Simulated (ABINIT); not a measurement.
A run of ABINIT 10.8.3 (patched build):

File run.abi:

```
ndtset 7
getwfk -1
scalecart1 3*0.9795861087
scalecart2 3*0.9864848297
scalecart3 3*0.9932883884
scalecart4 3*1.0000000000
scalecart5 3*1.0066227096
scalecart6 3*1.0131594038
scalecart7 3*1.0196128224

pp_dirpath "./"
pseudos "Ir.GGA_PBE-JTH.xml"

acell 5.1193956283 5.1193956283 5.1193956283
rprim
     0.0000000000     0.7071067812     0.7071067812
     0.7071067812     0.0000000000     0.7071067812
     0.7071067812     0.7071067812     0.0000000000
ntypat 1
znucl 77
natom 1
typat 1
xred
     0.0000000000     0.0000000000     0.0000000000

ecut 17.0
pawecutdg 34.0

kptopt 1
ngkpt 12 12 12
nshiftk 1
shiftk 0.0 0.0 0.0

ixc -106131
vdw_xc 6

nband 12
occopt 3
tsmear 0.00183747

nstep 100
tolvrs 1.0e-9

iomode 3
prtwf 1
prtden 0
prteig 0
prtebands 0
enunit 1
```

Potentials or basis: JTH PAW PBE v2.0.

Launch:

```sh
$ abinit run.abi > log 2>&1
```

Hardware: 1 thread of Arm Neoverse V2, on a shared host.

**Question.** How long does it take, and how much memory?

**Answer.** Run time: 45 s on 1 thread of Arm Neoverse V2 (shared host), peak memory 0.13 GiB. Counts: scf iterations 64, mpi ranks 1, k points 72, bands 12, plane waves 310.
